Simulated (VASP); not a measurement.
# BaTiO3 (P4mm) in VASP: notebook, part 2 of 2

VASP 6.6.1. The steps go on from the part before.

### Step 3. Relaxation of shape and atoms at fixed volume, r2SCAN (a relaxed cell with its volume scaled by 1.04)

Contents of INCAR:

```
PREC = Accurate ; ENCUT = 600
EDIFF = 1E-7 ; ISMEAR = 0
SIGMA = 0.03 ; LREAL = F
LASPH = T ; NELM = 80
ALGO = Normal ; ISIF = 4
LWAVE = F ; LCHARG = F
METAGGA = R2SCAN ; LMIXTAU = T
IBRION = 2 ; NSW = 40
EDIFFG = -0.01 ; KPAR = 2
```

Contents of KPOINTS:

```
Automatic mesh
0
Gamma
  8 8 8
```

Contents of POSCAR:

```
BaTiO3                                  
1.0
    4.0397353902      0.0000000000      0.0000000000
    0.0000000000      4.0397353902      0.0000000000
    0.0000000000      0.0000000000      4.1691213081
  Ba              Ti              O             
     1     1     3
Direct
     0.0000000000000000    0.0000000000000000    0.9971689026408086
     0.5000000000000000    0.5000000000000000    0.4792036959588444
     0.5000000000000000    0.5000000000000000    0.0331038404906181
     0.5000000000000000    0.0000000000000000    0.5167617804548641
     0.0000000000000000    0.5000000000000000    0.5167617804548641
```

Potentials or basis: VASP PAW PBE potentials, release 64 (Ba_sv, Ti_sv, O).

Command:

```console
$ cat potpaw_PBE.64/Ba_sv/POTCAR potpaw_PBE.64/Ti_sv/POTCAR potpaw_PBE.64/O/POTCAR > POTCAR
$ mpirun -np 2 vasp_std > vasp.out
```

OUTCAR:

```text
PREC = Accurate
   ENCUT = 600
   EDIFF = 1E-7
   ISMEAR = 0
   LREAL = F
   LASPH = T
   NELM = 80
   ISIF = 4
   METAGGA = R2SCAN
   IBRION = 2
   NSW = 40
   EDIFFG = -0.01

 ion  position               nearest neighbor table
   1  0.000  0.000  0.997-   4 2.84   5 2.84   5 2.84   4 2.84   3 2.86   3 2.86   3 2.86   3 2.86
                             4 2.96   5 2.96   5 2.96   4 2.96   2 3.49   2 3.49   2 3.49   2 3.49
   2  0.500  0.500  0.479-   3 1.86   4 2.03   5 2.03   4 2.03   5 2.03   3 2.31   1 3.49   1 3.49
                             1 3.49   1 3.49   1 3.58   1 3.58   1 3.58   1 3.58
   3  0.500  0.500  0.033-   2 1.86   2 2.31   1 2.86   1 2.86   1 2.86   1 2.86
   4  0.500  0.000  0.517-   2 2.03   2 2.03   1 2.84   1 2.84   1 2.96   1 2.96
   5  0.000  0.500  0.517-   2 2.03   2 2.03   1 2.84   1 2.84   1 2.96   1 2.96

  LATTYP: Found a simple tetragonal cell.
 ALAT       =     4.0397353902
 C/A-ratio  =     1.0320283151

  Lattice vectors:

 A1 = (   4.0397353902,   0.0000000000,   0.0000000000)
 A2 = (   0.0000000000,   4.0397353902,   0.0000000000)
 A3 = (   0.0000000000,   0.0000000000,   4.1691213081)

Analysis of symmetry for initial positions (statically):
[... 190 lines left out ...]
  in kB      -63.0032918    -63.0032918    -61.9429757      0.0000000      0.0000000      0.0000000
  external PRESSURE =     -62.6498531 kB  Pullay stress =       0.0000000 kB
[... 98 lines left out ...]
  FREE ENERGIE OF THE ION-ELECTRON SYSTEM (eV)
  ---------------------------------------------------
  free  energy   TOTEN  =       -74.2346081807 eV

  energy  without entropy=      -74.2346081807  energy(sigma->0) =      -74.23460818

[... ionic steps 4 to 8 ...]

--------------------------------------- Ionic step        9  -------------------------------------------

 number of electron      39.9999994 magnetization

------------------------ aborting loop because EDIFF is reached ----------------------------------------
[... 73 lines left out ...]
--------------------------------------- Ionic step       11  -------------------------------------------

 number of electron      39.9999994 magnetization

 Free energy of the ion-electron system (eV)
  ---------------------------------------------------
  ext. energy  EPLUGINS =         0.00000000
  ---------------------------------------------------
  free energy    TOTEN  =       -74.24560629 eV

  energy without entropy =      -74.24560629  energy(sigma->0) =      -74.24560629

 E-fermi :   3.6148     XC(G=0): -11.5526

 val. band max:        3.3412811295   @ k =   0.5000   0.5000   0.5000
 cond. band min:       5.4971986313   @ k =   0.0000   0.0000   0.0000
 fundamental gap:      2.1559175017
 Fermi energy:         3.6148335799

 k-point     1 :       0.0000    0.0000    0.0000
  band No.  band energies     occupation
      1     -55.6074      2.00000
      2     -30.9034      2.00000
      3     -30.7392      2.00000
      4     -30.7392      2.00000
      5     -22.6220      2.00000
      6     -14.6478      2.00000
[... 637 lines left out ...]
     23       7.1923      0.00000
     24       8.1166      0.00000

 [... further k-points ...]
[... 5 lines left out ...]
  --------------------------------------------------------------------------------------
  -------------------------------------------------------------------------------------
  Total       -1.6427912     -1.6427912     -1.5840730      0.0000000      0.0000000      0.0000000
  in kB      -38.6849983    -38.6849983    -37.3022818      0.0000000      0.0000000      0.0000000
  external PRESSURE =     -38.2240928 kB  Pullay stress =       0.0000000 kB
[... 20 lines left out ...]
  FREE ENERGIE OF THE ION-ELECTRON SYSTEM (eV)
  ---------------------------------------------------
  free  energy   TOTEN  =       -74.2456062874 eV

  energy  without entropy=      -74.2456062874  energy(sigma->0) =      -74.24560629

 reached required accuracy - stopping structural energy minimisation
```

OSZICAR:

```text
N       E                     dE             d eps       ncg     rms          rms(c)
DAV:   1     0.455240809488E+03    0.45524E+03   -0.23651E+04  3600   0.204E+03
DAV:   2    -0.349719605594E+02   -0.49021E+03   -0.48334E+03  4320   0.529E+02
DAV:   3    -0.944925312088E+02   -0.59521E+02   -0.57594E+02  5488   0.160E+02
[... 120 lines left out ...]
       N       E                     dE             d eps       ncg     rms          rms(c)
DAV:   1    -0.742455614095E+02    0.18527E-04   -0.11746E-02  3712   0.962E-01    0.229E-02
DAV:   2    -0.742456083953E+02   -0.46986E-04   -0.35843E-04  3712   0.154E-01    0.159E-02
DAV:   3    -0.742456063177E+02    0.20777E-05   -0.18653E-05  5064   0.383E-02    0.810E-03
DAV:   4    -0.742456063410E+02   -0.23314E-07   -0.33824E-06  4496   0.179E-02    0.366E-03
DAV:   5    -0.742456062874E+02    0.53592E-07   -0.72175E-07  4272   0.925E-03
  11 F= -.74245606E+02 E0= -.74245606E+02  d E =-.166649E-03
```

Wall time 20 min (2 MPI ranks of Intel Xeon Platinum 8259CL at 2.50GHz (Skylake/Cascade Lake), shared host); peak memory 0.32 GiB.

What came out:

```
Free energy                  : -74.2456 eV
Energy gained by relaxing    : 4.0 meV/atom
Ionic steps                  : 11
Pressure after relaxing      : -3.8 GPa
Largest force after relaxing : 0.004 eV/Å
Band gap on the k mesh       : 2.16 eV, indirect (least direct gap 2.76 eV)
```

Forces in eV/Å, atoms in the order of the input:
```
Ba   0.000  0.000  0.000
Ti   0.000  0.000 -0.004
O    0.000  0.000  0.001
O    0.000  0.000  0.002
O    0.000  0.000  0.002
```

Step by step:
```csv
step,energy change (eV),largest force (eV/Å),pressure (GPa)
1,0.0000,0.4300,-6.26
2,-0.0089,0.0689,-5.32
3,-0.0090,0.0740,-5.18
4,-0.0143,0.0762,-4.75
5,-0.0183,0.0896,-3.83
6,-0.0192,0.0871,-4.05
7,-0.0192,0.0738,-4.02
8,-0.0198,0.0361,-3.92
9,-0.0199,0.0326,-3.91
10,-0.0200,0.0113,-3.85
11,-0.0200,0.0041,-3.82
```

Final structure:
```
Ba Ti O
1.0
     3.99955    0.00000    0.00000
     0.00000    3.99955    0.00000
     0.00000    0.00000    4.25332
Ba Ti O
1 1 3
Direct
  0.00000 0.00000 0.98957
  0.50000 0.50000 0.47055
  0.50000 0.50000 0.04505
  0.50000 0.00000 0.51891
  0.00000 0.50000 0.51891
```

Caveat: the PAW data sets were made with another functional, which shifts forces and pressure a little; spin-orbit coupling is left out, which moves the levels of the heavy elements.

### Step 4. Relaxation of cell and atoms, PBE

Contents of INCAR:

```
SYSTEM = BaTiO3
PREC     = Accurate       ! precision mode
ENCUT    = 600            ! plane-wave cutoff, eV
EDIFF    = 1E-6           ! SCF threshold, eV
ISMEAR   = 0              ! smearing method
SIGMA    = 0.03           ! smearing width, eV
LREAL    = .False.        ! projectors in reciprocal space
LASPH    = .True.         ! aspherical terms in the spheres
NELM     = 80             ! most SCF steps
ALGO     = Normal         ! electronic algorithm
ISIF     = 3              ! what is computed and relaxed
LWAVE    = .False.        ! write WAVECAR
LCHARG   = .False.        ! write CHGCAR
GGA      = PE             ! functional
IBRION   = 2              ! ionic algorithm
NSW      = 90             ! ionic steps
EDIFFG   = -0.01          ! ionic threshold
KPAR     = 2
```

Contents of KPOINTS:

```
Automatic mesh
0
Gamma
  8 8 8
  0 0 0
```

Contents of POSCAR:

```
BaTiO3
1.0
    3.9998000000      0.0000000000      0.0000000000
    0.0000000000      3.9998000000      0.0000000000
    0.0000000000      0.0000000000      4.0180000000
Ba Ti O
1 1 3
Direct
    0.0000000000      0.0000000000      0.0000000000
    0.5000000000      0.5000000000      0.4900000000
    0.5000000000      0.5000000000      0.0190000000
    0.5000000000      0.0000000000      0.5170000000
    0.0000000000      0.5000000000      0.5170000000
```

Command:

```console
$ cat potpaw_PBE.64/Ba_sv/POTCAR potpaw_PBE.64/Ti_sv/POTCAR potpaw_PBE.64/O/POTCAR > POTCAR
$ mpirun -np 2 vasp_std > vasp.out
```

Run time: 4.6 min. Hardware: 2 MPI ranks of Intel Xeon Platinum 8559C (Emerald Rapids), shared host; peak memory 0.29 GiB.

Results (log left out):

* Free energy: -40.0456 eV
* Relaxed volume: 13.49 Å³/atom
* Relaxed cell: a = 3.996 Å, b = 3.996 Å, c = 4.224 Å, α = 90.00°, β = 90.00°, γ = 90.00°
* Space group after relaxing (to 0.05 Å): P4mm (No. 99)
* Energy gained by relaxing: 11.3 meV/atom
* Ionic steps: 20
* Pressure after relaxing: 0.0 GPa
* Largest force after relaxing: 0.009 eV/Å
* Band gap on the k mesh: 1.77 eV, indirect (least direct gap 2.34 eV)

Forces on the atoms (eV/Å):
```
Ba   0.000  0.000 -0.009
Ti   0.000  0.000  0.007
O    0.000  0.000 -0.008
O    0.000  0.000  0.005
O    0.000  0.000  0.005
```

Step by step:
```csv
step,energy change (eV),largest force (eV/Å),pressure (GPa),volume (Å³)
1,0.0000,0.2772,4.06,64.28
2,-0.0132,0.4553,-3.17,67.36
3,-0.0242,0.3758,-0.43,66.09
4,-0.0337,0.2276,-0.16,66.19
5,-0.0399,0.1473,0.49,66.37
6,-0.0452,0.1456,0.15,66.73
7,-0.0481,0.1981,-0.48,67.67
8,-0.0487,0.1743,-0.37,67.41
9,-0.0528,0.1364,-0.09,67.19
10,-0.0531,0.1214,0.01,67.11
11,-0.0549,0.0851,0.37,67.02
12,-0.0552,0.0657,0.56,66.97
13,-0.0558,0.0749,-0.31,67.38
14,-0.0560,0.0514,-0.05,67.26
15,-0.0562,0.0327,-0.02,67.27
16,-0.0563,0.0356,0.01,67.29
17,-0.0564,0.0143,0.07,67.31
18,-0.0564,0.0345,0.15,67.34
19,-0.0565,0.0278,0.13,67.37
20,-0.0565,0.0094,-0.03,67.46
```

Final structure:
```xyz
5
Lattice="3.9962 0.0000 0.0000 0.0000 3.9962 0.0000 0.0000 0.0000 4.2245" Properties=species:S:1:pos:R:3 pbc="T T T"
Ba    0.0000    0.0000    4.1855
Ti    1.9981    1.9981    1.9921
O     1.9981    1.9981    0.1769
O     1.9981    0.0000    2.1942
O     0.0000    1.9981    2.1942
```

Levels at points of the mesh, in eV from the valence-band top:
| k point | band 16 | band 17 | band 18 | band 19 | band 20 | band 21 | band 22 | band 23 | band 24 |
| --- | --- | --- | --- | --- | --- | --- | --- | --- | --- |
| (0.00, 0.00, 0.00) | -1.75 | -1.32 | -0.97 | -0.58 | -0.58 | 1.77 | 2.41 | 2.41 | 3.94 |
| (0.50, 0.00, 0.00) | -1.97 | -1.97 | -1.71 | -1.60 | -1.37 | 2.48 | 3.37 | 3.48 | 4.01 |
| (0.50, 0.50, 0.00) | -2.98 | -2.07 | -1.18 | -1.18 | -0.06 | 3.52 | 3.52 | 3.85 | 4.01 |
| (0.00, 0.00, 0.50) | -2.18 | -2.07 | -1.98 | -0.74 | -0.74 | 1.88 | 3.37 | 3.37 | 3.94 |
| (0.50, 0.00, 0.50) | -2.59 | -1.87 | -1.20 | -1.11 | -0.54 | 3.39 | 3.42 | 3.65 | 4.70 |
| (0.50, 0.50, 0.50) | -2.65 | -2.65 | -0.48 | -0.48 | 0.00 | 3.89 | 3.89 | 4.00 | 5.86 |

Caveat: spin-orbit coupling is left out, which moves the levels of the heavy elements.

### Step 5. Relaxation of cell and atoms, PBE

This run uses another cell than the first one, of 13.49 Å³/atom, 1.050 times its volume.

INCAR, as its differences from that of step 4:

```diff
@@ -3,3 +3,3 @@
 ENCUT    = 600            ! plane-wave cutoff, eV
-EDIFF    = 1E-6           ! SCF threshold, eV
+EDIFF    = 1E-7           ! SCF threshold, eV
 ISMEAR   = 0              ! smearing method
@@ -16,3 +16,3 @@
 NSW      = 90             ! ionic steps
-EDIFFG   = -0.01          ! ionic threshold
+EDIFFG   = -0.005         ! ionic threshold
 KPAR     = 2
```

KPOINTS is that of step 4.

Contents of POSCAR:

```
BaTiO3                                  
1.0
    3.9962396300      0.0000000000      0.0000000000
    0.0000000000      3.9962396300      0.0000000000
    0.0000000000      0.0000000000      4.2244769266
  Ba              Ti              O             
     1     1     3
Direct
     0.0000000000000000    0.0000000000000000    0.9907624776433921
     0.5000000000000000    0.5000000000000000    0.4715534301820054
     0.5000000000000000    0.5000000000000000    0.0418836306107260
     0.5000000000000000    0.0000000000000000    0.5194002307819415
     0.0000000000000000    0.5000000000000000    0.5194002307819415
```

Command:

```console
$ cat potpaw_PBE.64/Ba_sv/POTCAR potpaw_PBE.64/Ti_sv/POTCAR potpaw_PBE.64/O/POTCAR > POTCAR
$ mpirun -np 2 vasp_std > vasp.out
```

Wall time 79 s (2 MPI ranks of Intel Xeon Platinum 8559C (Emerald Rapids), shared host); peak memory 0.3 GiB.

The run converged. Its results:

```
Free energy                            : -40.0517 eV
Relaxed volume                         : 13.48 Å³/atom
Relaxed cell                           : a = 3.995 Å, b = 3.995 Å, c = 4.223 Å, α = 90.00°, β = 90.00°, γ = 90.00°
Space group after relaxing (to 0.05 Å) : P4mm (No. 99)
Energy gained by relaxing              : 0.0 meV/atom
Ionic steps                            : 4
Pressure after relaxing                : 0.0 GPa
Band gap on the k mesh                 : 1.77 eV, indirect (least direct gap 2.34 eV)
```

Forces in eV/Å, atoms in the order of the input:
```
Ba   0.000  0.000 -0.002
Ti   0.000  0.000 -0.002
O    0.000  0.000  0.001
O    0.000  0.000  0.002
O    0.000  0.000  0.002
```

Stress tensor (GPa, compression positive):
```
 0.04  0.00  0.00
 0.00  0.04  0.00
 0.00  0.00 -0.05
```

Final structure:
```
Ba Ti O
1.0
     3.99517    0.00000    0.00000
     0.00000    3.99517    0.00000
     0.00000    0.00000    4.22270
Ba Ti O
1 1 3
Direct
  0.00000 0.00000 0.99059
  0.50000 0.50000 0.47172
  0.50000 0.50000 0.04169
  0.50000 0.00000 0.51950
  0.00000 0.50000 0.51950
```

Levels at points of the mesh, in eV from the valence-band top:
| k point | band 17 | band 18 | band 19 | band 20 | band 21 | band 22 | band 23 | band 24 |
| --- | --- | --- | --- | --- | --- | --- | --- | --- |
| (0.00, 0.00, 0.00) | -1.32 | -0.96 | -0.57 | -0.57 | 1.77 | 2.41 | 2.41 | 3.94 |
| (0.50, 0.00, 0.00) | -1.97 | -1.71 | -1.60 | -1.36 | 2.48 | 3.38 | 3.48 | 4.01 |
| (0.50, 0.50, 0.00) | -2.06 | -1.18 | -1.18 | -0.06 | 3.52 | 3.52 | 3.85 | 4.01 |
| (0.00, 0.00, 0.50) | -2.07 | -1.98 | -0.74 | -0.74 | 1.89 | 3.38 | 3.38 | 3.95 |
| (0.50, 0.00, 0.50) | -1.87 | -1.20 | -1.11 | -0.54 | 3.39 | 3.42 | 3.65 | 4.70 |
| (0.50, 0.50, 0.50) | -2.65 | -0.48 | -0.48 | 0.00 | 3.89 | 3.89 | 4.01 | 5.86 |

Caveat: spin-orbit coupling is left out, which moves the levels of the heavy elements. A k mesh can miss the band edges.

### Step 6. Overview

| task | level | cell | gap on the mesh (eV) | pressure (GPa) |
| --- | --- | --- | --- | --- |
| relaxation of shape and atoms at fixed volume | r2SCAN | atoms relaxed at fixed volume from: a relaxed cell with its volume scaled by 1.02 | 2.17 | -2.1 |
| relaxation of shape and atoms at fixed volume | r2SCAN | atoms relaxed at fixed volume from: a relaxed cell with its volume scaled by 1.04 | 2.16 | -3.8 |
| relaxation of cell and atoms | PBE | relaxed | 1.77 | 0.0 |

Alike in all rows: potentials or basis VASP PAW PBE potentials, release 64 (Ba_sv, Ti_sv, O); no spin polarisation; k mesh 8 × 8 × 8; cutoff (eV) 600; smearing gaussian 0.03 eV.

Caveats: spin-orbit coupling is left out, which moves the levels of the heavy elements; the PAW data sets were made with another functional, which shifts forces and pressure a little (some runs).

Total energies depend on the potentials used, so only differences within one code and one set of settings carry meaning.
